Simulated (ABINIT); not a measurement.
# Ge (I4_1/amd) in ABINIT: settings compared, part 2 of 2

ABINIT 10.8.3 (patched build). The steps go on from the part before.

**3. Band structure, revPBE**

run.abi reads:

```
# Datasets: ground state, then fixed potential
ndtset 2

# Pseudopotentials
pp_dirpath "./"
pseudos "Ge.GGA_PBE-JTH.xml"

# Structure
acell 3.8998406021 3.8998406021 3.8998406021 Angstrom
rprim
    -0.6601525502     0.6601525502     0.3583255794
     0.6601525502    -0.6601525502     0.3583255794
     0.6601525502     0.6601525502    -0.3583255794
ntypat 1
znucl 32
natom 2
typat 1 1
xcart
     0.0000000000     0.0000000000     2.6407271787
     4.8650804796     0.0000000000     1.3203635894

# Plane-wave basis
ecut 20.0
pawecutdg 40.0

# Exchange and correlation
ixc 14

# Bands and occupations
occopt 3
tsmear 0.00183747

# SCF cycle
nstep 100

# Output
iomode 3
prtwf 0
prteig 0
prtebands 0
enunit 1
prtden1 1

# Dataset 1
kptopt1 1
ngkpt1 11 11 11
nshiftk1 1
shiftk1 0.0 0.0 0.0
nband1 18
tolvrs1 1.0e-9

# Dataset 2: bands along G-X-M-G-Z-P-N-Z1-M
iscf2 -2
getden2 1
nband2 22
nbdbuf2 2
tolwfr2 1.0e-12
kptopt2 -8
ndivsm2 6
prteig2 1
prtvol2 -3
kptbounds2
     0.0000000000     0.0000000000     0.0000000000
     0.0000000000     0.0000000000     0.5000000000
    -0.5000000000     0.5000000000     0.5000000000
     0.0000000000     0.0000000000     0.0000000000
     0.3236558120     0.3236558120    -0.3236558120
     0.2500000000     0.2500000000     0.2500000000
     0.0000000000     0.5000000000     0.0000000000
    -0.3236558120     0.6763441880     0.3236558120
    -0.5000000000     0.5000000000     0.5000000000
```

Potentials or basis: JTH PAW PBE v2.0.

Launch:

```sh
> abinit run.abi > log 2>&1
```

run.abo:

```text
.Version 10.8.3 of ABINIT
 DATASET    1 : space group I4_1/a m d (#141); Bravais tI (body-center tetrag.)
================================================================================
 Values of the parameters that define the memory need for DATASET  1.
     intxc =       0    ionmov =       0      iscf =      17    lmnmax =      18
     lnmax =       6     mgfft =      30  mpssoang =       3    mqgrid =    3001
     natom =       2  nloc_mem =       2    nspden =       1   nspinor =       1
    nsppol =       1      nsym =      16    n1xccc =       1    ntypat =       1
    occopt =       3   xclevel =       2
       mpw =        1086          nfft =       27000          nkpt =         126
 PAW method is used; the additional fine FFT grid is defined by:
   mgfftf=        45    nfftf =     91125
================================================================================
================================================================================

 DATASET    2 : space group I4_1/a m d (#141); Bravais tI (body-center tetrag.)
================================================================================
 Values of the parameters that define the memory need for DATASET  2.
     intxc =       0    ionmov =       0      iscf =      -2    lmnmax =      18
     lnmax =       6     mgfft =      30  mpssoang =       3    mqgrid =    3001
     natom =       2  nloc_mem =       2    nspden =       1   nspinor =       1
    nsppol =       1      nsym =      16    n1xccc =       1    ntypat =       1
    occopt =       3   xclevel =       2
       mpw =        1093          nfft =       27000          nkpt =          73
 PAW method is used; the additional fine FFT grid is defined by:
   mgfftf=        45    nfftf =     91125
================================================================================
================================================================================

--------------------------------------------------------------------------------
------------- Echo of variables that govern the present computation ------------
--------------------------------------------------------------------------------
 -outvars: echo values of preprocessed input variables --------
[... 924 lines left out ...]
 -15.46495  -15.42266  -15.39126  -15.39068  -15.28589  -15.28589  -15.27929  -15.27929
 -15.21629  -15.14899   -4.01948    5.26488    6.93495    6.93495   12.58368   16.90350
  16.90350   17.46139   17.67492   20.82287   21.79069   22.96604
 kpt#   2, nband= 22, wtk=  1.00000, kpt=  0.0000  0.0000  0.0625 (reduced coord)
 -15.46234  -15.42300  -15.39196  -15.38925  -15.28635  -15.28438  -15.27844  -15.27824
 -15.21742  -15.15105   -3.97629    4.81063    6.98263    7.28730   12.80871   16.32411
  16.65676   17.63023   17.69061   21.13945   21.78096   22.69371
 kpt#   3, nband= 22, wtk=  1.00000, kpt=  0.0000  0.0000  0.1250 (reduced coord)
 -15.45613  -15.42405  -15.39549  -15.38360  -15.28883  -15.28131  -15.27686  -15.27579
 -15.22116  -15.15745   -3.84675    3.93507    7.12537    7.87794   13.46212   15.37589
  16.03365   17.50971   17.74565   21.66601   21.94813   22.25348
 kpt#   4, nband= 22, wtk=  1.00000, kpt=  0.0000  0.0000  0.1875 (reduced coord)
 -15.44615  -15.42557  -15.40058  -15.37459  -15.29363  -15.27704  -15.27477  -15.27200
 -15.22737  -15.16759   -3.63094    2.97367    7.36241    8.43383   14.36313   14.48007
  15.22831   17.34556   17.61043   21.44848   21.84648   23.00913
 kpt#   5, nband= 22, wtk=  1.00000, kpt=  0.0000  0.0000  0.2500 (reduced coord)
[... 261 lines left out ...]
 -15.27326  -15.27231    0.66588    0.80169    3.69779    3.69779   11.12688   18.01508
  20.00300   20.00300   23.12848   23.89930   23.89930   25.59573
 kpt#  71, nband= 22, wtk=  1.00000, kpt= -0.4559  0.5441  0.4559 (reduced coord)
 -15.42169  -15.41695  -15.30921  -15.29520  -15.28899  -15.28899  -15.28305  -15.27822
 -15.27822  -15.27782    0.52217    0.60794    3.50992    3.50992   12.55068   17.83350
  20.23307   20.23307   22.95540   24.75082   24.75082   26.24363
 kpt#  72, nband= 22, wtk=  1.00000, kpt= -0.4780  0.5220  0.4780 (reduced coord)
 -15.42711  -15.42430  -15.30640  -15.29261  -15.29099  -15.28435  -15.28435  -15.28232
 -15.27614  -15.27614    0.44256    0.48414    3.39663    3.39663   14.01209   16.83048
  20.31916   20.31916   23.64272   25.59287   25.59287   25.62031
 kpt#  73, nband= 22, wtk=  1.00000, kpt= -0.5000  0.5000  0.5000 (reduced coord)
 -15.42826  -15.42823  -15.30062  -15.30059  -15.28678  -15.28673  -15.28287  -15.28287
 -15.27567  -15.27567    0.42924    0.42952    3.35877    3.35877   15.47037   15.47049
  20.33965   20.33965   24.67088   24.67092   25.94046   25.94046

== END DATASET(S) ==============================================================
================================================================================

 -outvars: echo values of variables after computation  --------
            acell      7.3696306727E+00  7.3696306727E+00  7.3696306727E+00 Bohr
           etotal1    -1.9102786266E+02
            fcart1     6.7453382888E-29  7.0047743768E-29 -4.7796586393E-30
                      -6.7453382888E-29 -7.0047743768E-29  4.7796586393E-30
            rprim     -6.6015255020E-01  6.6015255020E-01  3.5832557940E-01
                       6.6015255020E-01 -6.6015255020E-01  3.5832557940E-01
                       6.6015255020E-01  6.6015255020E-01 -3.5832557940E-01
           strten1    -1.3180930522E-04 -1.3180930522E-04 -1.2710031634E-04
                       0.0000000000E+00  0.0000000000E+00  0.0000000000E+00
           xangst     -7.9151228961E-10  5.5653955196E-17  1.3974126425E+00
                       2.5744897181E+00  2.0611078380E-16  6.9870632086E-01
             xred      4.9999999971E-01  4.9999999956E-01 -1.5372215864E-10
                       2.4999999971E-01  7.4999999956E-01  4.9999999985E-01
 Calculation completed.
```

Run time: 1.9 min. Hardware: 1 thread of Arm Neoverse V2, shared host; peak memory 0.18 GiB.

Results:

- Free energy: -5198.1330 eV
- Band gap on the k mesh: none (metal or under the smearing width)
- Valence electrons inside the program's atomic spheres: Ge 12.24 (radii [1.2196] Å)

Levels at the corners of the path, in eV from the Fermi level:
| point | band 10 | band 11 | band 12 | band 13 | band 14 | band 15 | band 16 | band 17 | band 18 | band 19 |
| --- | --- | --- | --- | --- | --- | --- | --- | --- | --- | --- |
| Γ | -24.47 | -13.34 | -4.06 | -2.39 | -2.39 | 3.26 | 7.58 | 7.58 | 8.14 | 8.35 |
| X | -24.55 | -10.59 | -10.59 | 0.58 | 0.58 | 1.91 | 1.91 | 7.52 | 7.52 | 11.37 |
| M | -24.60 | -8.89 | -8.89 | -5.96 | -5.96 | 6.15 | 6.15 | 11.02 | 11.02 | 15.35 |
| Γ | -24.47 | -13.34 | -4.06 | -2.39 | -2.39 | 3.26 | 7.58 | 7.58 | 8.14 | 8.35 |
| Z | -24.53 | -7.43 | -6.47 | -3.85 | -3.65 | -3.65 | 3.80 | 6.62 | 6.62 | 10.82 |
| P | -24.54 | -6.89 | -6.89 | -4.38 | -4.38 | 4.22 | 4.22 | 4.89 | 4.89 | 8.10 |
| N | -24.51 | -8.06 | -6.42 | -2.64 | -2.05 | -1.39 | 2.47 | 3.55 | 5.50 | 8.78 |
| Z1 | -24.53 | -7.43 | -6.47 | -3.85 | -3.65 | -3.65 | 3.80 | 6.62 | 6.62 | 10.82 |
| M | -24.60 | -8.89 | -8.89 | -5.96 | -5.96 | 6.15 | 6.15 | 11.02 | 11.02 | 15.35 |

Caveat: the cutoff is too short for stress, so the log's stress isn't used; the PAW data sets were made with another functional, which shifts forces and pressure a little.

**4. Band structure, HCTH407**

run.abi, as its differences from that of step 3:

```diff
@@ -26,3 +26,3 @@
 # Exchange and correlation
-ixc 14
+ixc 27
 
@@ -30,3 +30,3 @@
 occopt 3
-tsmear 0.00183747
+tsmear 0.05 eV
 
@@ -42,2 +42,5 @@
 prtden1 1
+prtvha1 1
+prtvclmb1 1
+prtpot1 1
 
@@ -60,3 +63,2 @@
 prteig2 1
-prtvol2 -3
 kptbounds2
```

Launch:

```sh
> abinit run.abi > log 2>&1
```

Run time: 2.2 min. Hardware: 1 thread of Arm Neoverse V2, shared host; peak memory 0.19 GiB.

It converged, with:

```
Free energy                                           : -5244.0916 eV
Band gap on the k mesh                                : none (metal or under the smearing width)
Valence electrons inside the program's atomic spheres : Ge 12.26 (radii [1.2196] Å)
```

Levels at the corners of the path, in eV from the Fermi level:
```tsv
point	band 11	band 12	band 13	band 14	band 15	band 16	band 17	band 18
Γ	-13.31	-4.12	-2.37	-2.37	3.43	7.56	7.56	8.07
X	-10.58	-10.58	0.57	0.57	1.94	1.94	7.52	7.52
M	-8.92	-8.92	-5.88	-5.88	6.15	6.15	10.94	10.94
Γ	-13.31	-4.12	-2.37	-2.37	3.43	7.56	7.56	8.07
Z	-7.48	-6.50	-3.79	-3.59	-3.59	3.76	6.62	6.62
P	-6.92	-6.92	-4.32	-4.32	4.19	4.19	4.87	4.87
N	-8.08	-6.39	-2.66	-2.03	-1.37	2.56	3.55	5.47
Z1	-7.48	-6.50	-3.79	-3.59	-3.59	3.76	6.62	6.62
M	-8.92	-8.92	-5.88	-5.88	6.15	6.15	10.94	10.94
```

Caveat: the cutoff is too short for stress, so the log's stress isn't used; the PAW data sets were made with another functional, which shifts forces and pressure a little.

**5. Band structure, LDA**

run.abi, as its differences from that of step 4:

```diff
@@ -5,3 +5,3 @@
 pp_dirpath "./"
-pseudos "Ge.GGA_PBE-JTH.xml"
+pseudos "Ge.hgh"
 
@@ -17,12 +17,11 @@
 typat 1 1
-xcart
-     0.0000000000     0.0000000000     2.6407271787
-     4.8650804796     0.0000000000     1.3203635894
+xred
+     0.5000000000     0.5000000000     0.0000000000
+     0.2500000000     0.7500000000     0.5000000000
 
 # Plane-wave basis
-ecut 20.0
-pawecutdg 40.0
+ecut 16.0
 
 # Exchange and correlation
-ixc 27
+ixc 7
 
@@ -30,3 +29,3 @@
 occopt 3
-tsmear 0.05 eV
+tsmear 0.00183747
 
@@ -42,5 +41,2 @@
 prtden1 1
-prtvha1 1
-prtvclmb1 1
-prtpot1 1
 
@@ -51,4 +47,4 @@
 shiftk1 0.0 0.0 0.0
-nband1 18
-tolvrs1 1.0e-9
+nband1 8
+tolvrs1 1.0e-10
 
@@ -57,3 +53,3 @@
 getden2 1
-nband2 22
+nband2 12
 nbdbuf2 2
@@ -61,3 +57,3 @@
 kptopt2 -8
-ndivsm2 6
+ndivsm2 8
 prteig2 1
```

Potentials or basis: HGH LDA.

Launch:

```sh
> abinit run.abi > log 2>&1
```

Run time: 26 s. Hardware: 1 thread of Arm Neoverse V2, shared host; peak memory 0.11 GiB.

The run converged. Its results:

```yaml
Free_energy: -217.0035 eV
Pressure: -3.8 GPa
Band_gap_on_the_k_mesh: none (metal or under the smearing width)
Valence_electrons_inside_the_program's_atomic_spheres: Ge 1.61, 1.65 (radii [1.0584] Å)
```

Stress tensor (GPa, compression positive):
```
-3.80  0.00  0.00
 0.00 -3.80  0.00
 0.00  0.00 -3.68
```

Levels at the corners of the path, in eV from the Fermi level:
```tsv
point	band 1	band 2	band 3	band 4	band 5	band 6	band 7	band 8
Γ	-13.30	-4.19	-2.32	-2.32	3.35	7.57	7.57	8.06
X	-10.58	-10.58	0.60	0.60	1.90	1.90	7.53	7.53
M	-8.96	-8.96	-5.87	-5.87	6.16	6.16	10.87	10.87
Γ	-13.30	-4.19	-2.32	-2.32	3.35	7.57	7.57	8.06
Z	-7.51	-6.53	-3.79	-3.59	-3.59	3.73	6.64	6.64
P	-6.95	-6.95	-4.31	-4.31	4.20	4.20	4.86	4.86
N	-8.12	-6.39	-2.69	-2.00	-1.34	2.53	3.56	5.46
Z1	-7.51	-6.53	-3.79	-3.59	-3.59	3.73	6.64	6.64
M	-8.96	-8.96	-5.87	-5.87	6.16	6.16	10.87	10.87
```

Caveat: HGH potentials are hard and often keep d shells in the core, so these values are rough.

**6. Overview**

| level | gap on the mesh (eV) |
| --- | --- |
| PBEsol | none |
| revPBE | none |
| HCTH407 | none |

Alike in all rows: task band structure; potentials or basis JTH PAW PBE v2.0; no spin polarisation; cell as given; k mesh 11 × 11 × 11; cutoff (eV) 544; smearing fermi-dirac 0.05 eV.

Every run on the cell as given and a fine mesh finds a metal.

Caveats: the PAW data sets were made with another functional, which shifts forces and pressure a little.

Total energies depend on the potentials used, so only differences within one code and one set of settings carry meaning.
